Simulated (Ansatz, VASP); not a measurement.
Given: the input of a run of Ansatz 0.2.0 on FeO (Wuestite).

The input input.yaml:

```yaml
crystal:
  lattice:
    - [0.0, 2.1554, 2.1554]
    - [2.1554, 0.0, 2.1554]
    - [2.1554, 2.1554, 0.0]
  atoms:
    - { symbol: Fe, position: [0.0, 0.0, 0.0], spin: 3.0 }
    - { symbol: O, position: [0.5, 0.5, 0.5] }
kpoints:
  mp_grid: { grid: [11, 11, 11] }
scf:
  occupations: { method: gaussian, width: 0.03 }
hamiltonian:
  xc: pbe
  pseudopotentials: { kind: all_electron, lapw: { basis_error: 0.001 } }
magnetization:
  spin_polarized: true
output:
  forces: true
  stress: true
  eigenvalues: true
```

Potentials or basis: all-electron LAPW, scalar-relativistic.

Run with:

```console
$ ansatz run input.yaml --threads 2 --pin off --max-ram 6144MiB --backend cpu --events-out ev --progress --plain --runs-dir out
```

Problem. Set up the same calculation for VASP 6.6.1. Potentials there: VASP PAW PBE potentials, release 64 (Fe, O).

Solution. As run (the cutoff follows the program's own potentials):

The input INCAR:

```
SYSTEM = FeO
  ALGO = Normal
  EDIFF = 1E-6
  ENCUT = 520
  GGA = PE
  ISIF = 2
  ISMEAR = 0
  ISPIN = 2
  LASPH = .TRUE.
  LCHARG = .TRUE.
  LELF = .TRUE.
  LMAXMIX = 4
  LORBIT = 11
  LREAL = .FALSE.
  LVHAR = .TRUE.
  LWAVE = .FALSE.
  MAGMOM = 3 0
  NBANDS = 18
  NELM = 150
  PREC = Accurate
  SIGMA = 0.03
```

KPOINTS

```
k-points
0
G
  11 11 11
  0 0 0
```

File POSCAR:

```
FeO
1.0
    0.0000000000      2.1554000000      2.1554000000
    2.1554000000      0.0000000000      2.1554000000
    2.1554000000      2.1554000000      0.0000000000
Fe O
1 1
Direct
    0.0000000000      0.0000000000      0.0000000000
    0.5000000000      0.5000000000      0.5000000000
```

Potentials or basis: VASP PAW PBE potentials, release 64 (Fe, O).

Launch:

```sh
$ cat potpaw_PBE.64/Fe/POTCAR potpaw_PBE.64/O/POTCAR > POTCAR
$ mpirun -np 1 vasp_std > vasp.out
```

Both were run:

|  | VASP | Ansatz | Ansatz less VASP |
| --- | --- | --- | --- |
| gap on the k mesh at the Fermi level (eV) | none | none | - |
| pressure (GPa) | -0.2 | -0.4 | -0.13 |
| net moment per atom (μB) | 2.00 | 2.00 | 0.000 |
| size of the moment on the site where the two differ most (μB) | 0.30 | 0.32 | +0.020 |

Site moments also hang on the region over which each program counts them. A gap of «none» marks a metal or a gap that the smearing closes. Ansatz ran all-electron here, so the differences hold the error of VASP's frozen core and of both bases.

Caveats: a cell with one magnetic atom can't hold antiferromagnetic order, which such compounds often take; semilocal functionals often make such compounds metallic where correlation or magnetic order opens a gap, which also shifts bond lengths.
